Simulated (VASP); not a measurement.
# TiN (Fm-3m) in VASP: band structure with PBE

Aim: the band structure of TiN with PBE.

All numbers are computed with VASP 6.6.1; they aren't measurements. Logs are shortened: lines on timing, memory, paths and dates and some standing lists are left out, and cuts for length are marked.

## (1) The crystal as given

The structure is cubic, space group Fm-3m (No. 225). The conventional cell has a = 4.206 Å, b = 4.206 Å, c = 4.206 Å, α = 90.00°, β = 90.00°, γ = 90.00°. Around Ti (site symmetry m-3m) lie 6 N at 2.10 Å. N (site symmetry m-3m) has 6 Ti at 2.10 Å as nearest neighbours.

## (2) Band structure, PBE

File INCAR:

```
ALGO = Fast ; EDIFF = 1E-7
ENCUT = 420 ; GGA = PE
ISIF = 2 ; ISMEAR = 0
KPAR = 4 ; LASPH = T
LCHARG = F ; LMAXMIX = 4
LREAL = F ; LWAVE = F
NBANDS = 16 ; NELM = 60
PREC = Accurate ; SIGMA = 0.02
```

File KPOINTS:

```
k-points
0
Gamma
  12 12 12
```

File POSCAR:

```
TiN                                     
1.0
    0.0000000000      2.1031287509      2.1031287509
    2.1031287509      0.0000000000      2.1031287509
    2.1031287509      2.1031287509      0.0000000000
  Ti              N             
     1     1
Direct
     0.0000000000000000    0.0000000000000000    0.0000000000000000
     0.5000000000000000    0.5000000000000000    0.5000000000000000
```

File KPOINTS_OPT:

```
path GXWKGLUWLK,UX
20
line-mode
reciprocal
 0.0000000000  0.0000000000  0.0000000000  G
 0.5000000000  0.0000000000  0.5000000000  X

 0.5000000000  0.0000000000  0.5000000000  X
 0.5000000000  0.2500000000  0.7500000000  W

 0.5000000000  0.2500000000  0.7500000000  W
 0.3750000000  0.3750000000  0.7500000000  K

 0.3750000000  0.3750000000  0.7500000000  K
 0.0000000000  0.0000000000  0.0000000000  G

 0.0000000000  0.0000000000  0.0000000000  G
 0.5000000000  0.5000000000  0.5000000000  L

 0.5000000000  0.5000000000  0.5000000000  L
 0.6250000000  0.2500000000  0.6250000000  U

 0.6250000000  0.2500000000  0.6250000000  U
 0.5000000000  0.2500000000  0.7500000000  W

 0.5000000000  0.2500000000  0.7500000000  W
 0.5000000000  0.5000000000  0.5000000000  L

 0.5000000000  0.5000000000  0.5000000000  L
 0.3750000000  0.3750000000  0.7500000000  K

 0.6250000000  0.2500000000  0.6250000000  U
 0.5000000000  0.0000000000  0.5000000000  X
```

Potentials or basis: VASP PAW PBE potentials, release 64 (Ti_sv_GW, N_GW).

Run with:

```
> cat potpaw_PBE.64/Ti_sv_GW/POTCAR potpaw_PBE.64/N_GW/POTCAR > POTCAR
> mpirun -np 4 vasp_std > vasp.out
```

OUTCAR:

```text
EDIFF = 1E-7
   ENCUT = 420
   GGA = PE
   ISIF = 2
   ISMEAR = 0
   LASPH = T
   LREAL = F
   NELM = 60
   PREC = Accurate

 ion  position               nearest neighbor table
   1  0.000  0.000  0.000-   2 2.10   2 2.10   2 2.10   2 2.10   2 2.10   2 2.10
   2  0.500  0.500  0.500-   1 2.10   1 2.10   1 2.10   1 2.10   1 2.10   1 2.10

  LATTYP: Found a face centered cubic cell.
 ALAT       =     4.2062575018

  Lattice vectors:

 A1 = (   0.0000000000,   2.1031287509,   2.1031287509)
 A2 = (   2.1031287509,   0.0000000000,   2.1031287509)
 A3 = (   2.1031287509,   2.1031287509,   0.0000000000)

Analysis of symmetry for initial positions (statically):
=====================================================================
 Subroutine PRICEL returns:
 Original cell was already a primitive cell.

 Routine SETGRP: Setting up the symmetry group for a
 face centered cubic supercell.

 Subroutine GETGRP returns: Found 48 space group operations
 (whereof 48 operations were pure point group operations)
 out of a pool of 48 trial point group operations.

The static configuration has the point symmetry O_h .

Analysis of symmetry for dynamics (positions and initial velocities):
=====================================================================
 Subroutine PRICEL returns:
 Original cell was already a primitive cell.

 Routine SETGRP: Setting up the symmetry group for a
 face centered cubic supercell.

 Subroutine GETGRP returns: Found 48 space group operations
 (whereof 48 operations were pure point group operations)
 out of a pool of 48 trial point group operations.

The dynamic configuration has the point symmetry O_h .

 Subroutine INISYM returns: Found 48 space group operations
 (whereof 48 operations are pure point group operations),
 and found     1 'primitive' translations

----------------------------------------------------------------------------------------

                                     Primitive cell

  volume of cell :      18.6049

  direct lattice vectors                    reciprocal lattice vectors
     0.000000000  2.103128751  2.103128751    -0.237741032  0.237741032  0.237741032
     2.103128751  0.000000000  2.103128751     0.237741032 -0.237741032  0.237741032
     2.103128751  2.103128751  0.000000000     0.237741032  0.237741032 -0.237741032

  length of vectors
     2.974273203  2.974273203  2.974273203     0.411779547  0.411779547  0.411779547

  position of ions in fractional coordinates (direct lattice)
     0.000000000  0.000000000  0.000000000
     0.500000000  0.500000000  0.500000000

  ion indices of the primitive-cell ions
   primitive index   ion index
                 1           1
                 2           2

----------------------------------------------------------------------------------------

 KPOINTS: k-points

Automatic generation of k-mesh.
 Grid dimensions read from file:
 generate k-points for:   12   12   12

 Generating k-lattice:

  Cartesian coordinates                     Fractional coordinates (reciprocal lattice)
    -0.019811753  0.019811753  0.019811753     0.083333333  0.000000000  0.000000000
     0.019811753 -0.019811753  0.019811753     0.000000000  0.083333333  0.000000000
     0.019811753  0.019811753 -0.019811753     0.000000000  0.000000000  0.083333333

  Length of vectors
     0.034314962  0.034314962  0.034314962

  Shift w.r.t. Gamma in fractional coordinates (k-lattice)
     0.000000000  0.000000000  0.000000000

 Subroutine IBZKPT returns following result:
 ===========================================

 Found     72 irreducible k-points:

 Following reciprocal coordinates:
            Coordinates               Weight
  0.000000  0.000000  0.000000      1.000000
  0.083333  0.000000  0.000000      8.000000
  0.166667  0.000000  0.000000      8.000000
  0.250000  0.000000  0.000000      8.000000
  0.333333  0.000000  0.000000      8.000000
  0.416667  0.000000  0.000000      8.000000
[... 16 lines left out ...]
  0.500000  0.166667  0.000000     24.000000
 -0.416667  0.166667  0.000000     24.000000
 [... further k-points ...]
   k-points           NKPTS =     72   k-points in BZ     NKDIM =     72   number of bands    NBANDS=     16
   number of dos      NEDOS =    301   number of ions     NIONS =      2
   total plane-waves  NPLWV =   8000
   dimension x,y,z NGX =    20 NGY =   20 NGZ =   20
   dimension x,y,z NGXF=    40 NGYF=   40 NGZF=   40
   ions per type =               1   1
   NGX,Y,Z   is equivalent  to a cutoff of  11.18, 11.18, 11.18 a.u.
   NGXF,Y,Z  is equivalent  to a cutoff of  22.36, 22.36, 22.36 a.u.
 SYSTEM =  unknown system
   PREC   = accura    normal or accurate (medium, high low for compatibility)
   ISTART =      0    job   : 0-new  1-cont  2-samecut
   ICHARG =      2    charge: 1-file 2-atom 10-const
   ISPIN  =      1    spin polarized calculation?
   LNONCOLLINEAR =      F non collinear calculations
   LSORBIT =      F    spin-orbit coupling
   LASPH  =      T    aspherical Exc in radial PAW
   ENCUT  =  420.0 eV  30.87 Ry    5.56 a.u.   4.97  4.97  4.97*2*pi/ulx,y,z
   NELM   =     60;   NELMIN=  2; NELMDL= -5     # of ELM steps
   EDIFF  = 0.1E-06   stopping-criterion for ELM
   LREAL  =      F    real-space projection
   EDIFFG = 0.1E-05   stopping-criterion for IOM
   NSW    =      0    number of steps for IOM
   IBRION =     -1    ionic relax: 0-MD 1-quasi-New 2-CG
   NFREE  =      0    steps in history (QN), initial steepest desc. (CG)
   ISIF   =      2    stress and relaxation
   ISYM   =      2    0-nonsym 1-usesym 2-fastsym
   POTIM  = 0.5000    time-step for ionic-motion
   TEBEG  =    0.0;   TEEND  =   0.0 temperature during run
   PSTRESS=    0.0 pullay stress
   NELECT =      17.0000    total number of electrons
   NUPDOWN=      -1.0000    fix difference up-down
   EMIN   =  10.00;   EMAX   =-10.00  energy-range for DOS
   EFERMI =   0.00;   METHOD = LEGACY
   ISMEAR =     0;   SIGMA  =   0.02  broadening in eV -4-tet -1-fermi 0-gaus
   EFERMI_NEDOS =   21; number of points for ismear=-14 and -15
   IALGO  =     68    algorithm
   IMIX   =      4    mixing-type and parameters
     AMIX     =   0.40;   BMIX     =  1.00
     AMIX_MAG =   1.60;   BMIX_MAG =  1.00
  volume/ion in A,a.u.               =       9.30        62.78
  Fermi-wavevector in a.u.,A,eV,Ry     =   1.588603  3.002024 34.336456  2.523658
  Thomas-Fermi vector in A             =   2.687581
   LORBIT       =      0    0 simple, 1 ext, 2 COOP (PROOUT), +10 PAW based schemes
   GGA     = PE    functional components
   LHFCALC =     F    Hartree Fock is set to
   AEXX    =    0.0000 exact exchange contribution
   IVDW    =     0    specifies the selected vdW correction
   LEPSILON=     F    determine dielectric tensor
   LRPA    =     F    only Hartree local field effects (RPA)
 non-spin polarized calculation
 RMM-DIIS sequential band-by-band and
 Gauss-broadening in eV      SIGMA  =   0.02
  energy-cutoff  :      420.00
  volume of cell :       18.60
 maximum number of plane-waves:       380
   NGX =  9   NGY =  9   NGZ =  9

 number of electron      17.0000003 magnetization

 Free energy of the ion-electron system (eV)
  ---------------------------------------------------
  ext. energy  EPLUGINS =         0.00000000
  ---------------------------------------------------
  free energy    TOTEN  =       -21.85554699 eV

  energy without entropy =      -21.85514778  energy(sigma->0) =      -21.85534739

 E-fermi :  11.6729     XC(G=0): -13.1719

 val. band max:       11.6673862836   @ k =   0.5000   0.2500   0.0833
 cond. band min:      11.6796426919   @ k =   0.1667   0.0000   0.0000
 fundamental gap:      0.0122564083
 Fermi energy:        11.6729029018

 k-point     1 :       0.0000    0.0000    0.0000
  band No.  band energies     occupation
      1     -46.0789      2.00000
      2     -22.0484      2.00000
      3     -22.0484      2.00000
      4     -22.0484      2.00000
      5      -5.5468      2.00000
      6       9.6511      2.00000
[... 8 lines left out ...]
     15      24.9780      0.00000
     16      31.7320      0.00000

 k-point     2 :       0.0833    0.0000    0.0000
  band No.  band energies     occupation
      1     -46.0717      2.00000
      2     -22.0984      2.00000
      3     -22.0523      2.00000
      4     -22.0523      2.00000
      5      -5.4057      2.00000
      6       8.9075      2.00000
[... 8 lines left out ...]
     15      25.0884      0.00000
     16      31.5774      0.00000

 k-point     3 :       0.1667    0.0000    0.0000
  band No.  band energies     occupation
      1     -46.0525      2.00000
      2     -22.2340      2.00000
      3     -22.0638      2.00000
      4     -22.0638      2.00000
      5      -5.0071      2.00000
      6       7.5286      2.00000
[... 8 lines left out ...]
     15      25.1119      0.00000
     16      30.8705      0.00000

 k-point     4 :       0.2500    0.0000    0.0000
  band No.  band energies     occupation
      1     -46.0255      2.00000
      2     -22.4132      2.00000
      3     -22.0790      2.00000
      4     -22.0790      2.00000
      5      -4.4210      2.00000
      6       6.0775      2.00000
[... 8 lines left out ...]
     15      24.8361      0.00000
     16      29.5433      0.00000

 k-point     5 :       0.3333    0.0000    0.0000
  band No.  band energies     occupation
      1     -45.9983      2.00000
      2     -22.5873      2.00000
      3     -22.0939      2.00000
      4     -22.0939      2.00000
      5      -3.7621      2.00000
      6       4.7790      2.00000
[... 8 lines left out ...]
     15      24.9338      0.00000
     16      28.0764      0.00000

 k-point     6 :       0.4167    0.0000    0.0000
  band No.  band energies     occupation
      1     -45.9782      2.00000
      2     -22.7119      2.00000
      3     -22.1045      2.00000
      4     -22.1045      2.00000
      5      -3.2038      2.00000
      6       3.8383      2.00000
[... 8 lines left out ...]
     15      25.5026      0.00000
     16      26.9354      0.00000
[... 267 lines left out ...]
 k-point    21 :       0.3333    0.1667    0.0000
  band No.  band energies     occupation
      1     -45.9986      2.00000
      2     -22.4728      2.00000
      3     -22.1480      2.00000
      4     -22.1450      2.00000
      5      -4.0944      2.00000
      6       5.2509      2.00000
[... 8 lines left out ...]
     15      25.0618      0.00000
     16      27.9107      0.00000

 k-point    22 :       0.4167    0.1667    0.0000
  band No.  band energies     occupation
      1     -45.9764      2.00000
      2     -22.5978      2.00000
      3     -22.1764      2.00000
      4     -22.1556      2.00000
      5      -3.6305      2.00000
      6       4.6707      2.00000
[... 8 lines left out ...]
     15      24.9724      0.00000
     16      26.7260      0.00000

 k-point    23 :       0.5000    0.1667    0.0000
  band No.  band energies     occupation
      1     -45.9625      2.00000
      2     -22.6728      2.00000
      3     -22.2089      2.00000
      4     -22.1503      2.00000
      5      -3.2899      2.00000
      6       4.2257      2.00000
[... 8 lines left out ...]
     15      25.1880      0.00000
     16      26.0270      0.00000

 k-point    24 :      -0.4167    0.1667    0.0000
  band No.  band energies     occupation
      1     -45.9605      2.00000
      2     -22.6808      2.00000
      3     -22.2321      2.00000
      4     -22.1333      2.00000
      5      -3.1970      2.00000
      6       4.0886      2.00000
[... 8 lines left out ...]
     15      24.9537      0.00000
     16      26.0631      0.00000

 [... further k-points ...]

------------------------ aborting loop because EDIFF is reached ----------------------------------------

  FORCE on cell =-STRESS in cart. coord.  units (eV):
  Direction    XX          YY          ZZ          XY          YZ          ZX
  --------------------------------------------------------------------------------------
  -------------------------------------------------------------------------------------
  Total        0.4111734      0.4111734      0.4111734      0.0000000      0.0000000     -0.0000000
  in kB       35.4085364     35.4085364     35.4085364      0.0000000      0.0000000     -0.0000000
  external PRESSURE =      35.4085364 kB  Pullay stress =       0.0000000 kB

 VOLUME and BASIS-vectors are now :
 -----------------------------------------------------------------------------
  energy-cutoff  :      420.00
  volume of cell :       18.60
      direct lattice vectors                 reciprocal lattice vectors
     0.000000000  2.103128751  2.103128751    -0.237741032  0.237741032  0.237741032
     2.103128751  0.000000000  2.103128751     0.237741032 -0.237741032  0.237741032
     2.103128751  2.103128751  0.000000000     0.237741032  0.237741032 -0.237741032

 POSITION                                       TOTAL-FORCE (eV/Angst)
 -----------------------------------------------------------------------------------
      0.00000      0.00000      0.00000         0.000000      0.000000      0.000000
      2.10313      2.10313      2.10313        -0.000000     -0.000000     -0.000000
 -----------------------------------------------------------------------------------
    total drift:                                0.000000     -0.000000      0.000000

  FREE ENERGIE OF THE ION-ELECTRON SYSTEM (eV)
  ---------------------------------------------------
  free  energy   TOTEN  =       -21.8555469900 eV

  energy  without entropy=      -21.8551477845  energy(sigma->0) =      -21.85534739
```

Run time: 14 s. Hardware: 4 MPI ranks of Intel Xeon Platinum 8488C (Sapphire Rapids), shared host; peak memory 0.15 GiB.

Results:

```
Free energy             : -21.8555 eV
Band gap along the path : none (metal or under the smearing width)
```

Levels at the corners of the path, in eV from the Fermi level:
| point | band 4 | band 5 | band 6 | band 7 | band 8 | band 9 | band 10 | band 11 | band 12 | band 13 |
| --- | --- | --- | --- | --- | --- | --- | --- | --- | --- | --- |
| Γ | -33.72 | -17.22 | -2.02 | -2.02 | -2.02 | -0.59 | -0.59 | -0.59 | 0.66 | 0.66 |
| X | -33.95 | -15.80 | -5.84 | -3.22 | -3.22 | -3.13 | 1.76 | 2.54 | 2.54 | 3.85 |
| X | -33.95 | -15.80 | -5.84 | -3.22 | -3.22 | -3.13 | 1.76 | 2.54 | 2.54 | 3.85 |
| W | -33.97 | -15.31 | -5.51 | -5.51 | -5.43 | 1.01 | 1.01 | 2.55 | 3.34 | 4.08 |
| W | -33.97 | -15.31 | -5.51 | -5.51 | -5.43 | 1.01 | 1.01 | 2.55 | 3.34 | 4.08 |
| K | -33.89 | -15.35 | -5.88 | -5.75 | -4.50 | -0.43 | 2.12 | 2.46 | 3.82 | 3.96 |
| K | -33.89 | -15.35 | -5.88 | -5.75 | -4.50 | -0.43 | 2.12 | 2.46 | 3.82 | 3.96 |
| Γ | -33.72 | -17.22 | -2.02 | -2.02 | -2.02 | -0.59 | -0.59 | -0.59 | 0.66 | 0.66 |
| Γ | -33.72 | -17.22 | -2.02 | -2.02 | -2.02 | -0.59 | -0.59 | -0.59 | 0.66 | 0.66 |
| L | -33.78 | -14.65 | -8.19 | -5.57 | -5.57 | 1.81 | 1.81 | 2.51 | 5.99 | 5.99 |
| L | -33.78 | -14.65 | -8.19 | -5.57 | -5.57 | 1.81 | 1.81 | 2.51 | 5.99 | 5.99 |
| U | -33.89 | -15.35 | -5.88 | -5.75 | -4.50 | -0.43 | 2.12 | 2.46 | 3.82 | 3.96 |
| U | -33.89 | -15.35 | -5.88 | -5.75 | -4.50 | -0.43 | 2.12 | 2.46 | 3.82 | 3.96 |
| W | -33.97 | -15.31 | -5.51 | -5.51 | -5.43 | 1.01 | 1.01 | 2.55 | 3.34 | 4.08 |
| W | -33.97 | -15.31 | -5.51 | -5.51 | -5.43 | 1.01 | 1.01 | 2.55 | 3.34 | 4.08 |
| L | -33.78 | -14.65 | -8.19 | -5.57 | -5.57 | 1.81 | 1.81 | 2.51 | 5.99 | 5.99 |
| L | -33.78 | -14.65 | -8.19 | -5.57 | -5.57 | 1.81 | 1.81 | 2.51 | 5.99 | 5.99 |
| K | -33.89 | -15.35 | -5.88 | -5.75 | -4.50 | -0.43 | 2.12 | 2.46 | 3.82 | 3.96 |
| U | -33.89 | -15.35 | -5.88 | -5.75 | -4.50 | -0.43 | 2.12 | 2.46 | 3.82 | 3.96 |
| X | -33.95 | -15.80 | -5.84 | -3.22 | -3.22 | -3.13 | 1.76 | 2.54 | 2.54 | 3.85 |

Caveat: the cutoff is under 1.25 times the usual one of these potentials, so pressure, stress and relaxed cells hold a basis-set (Pulay) error.
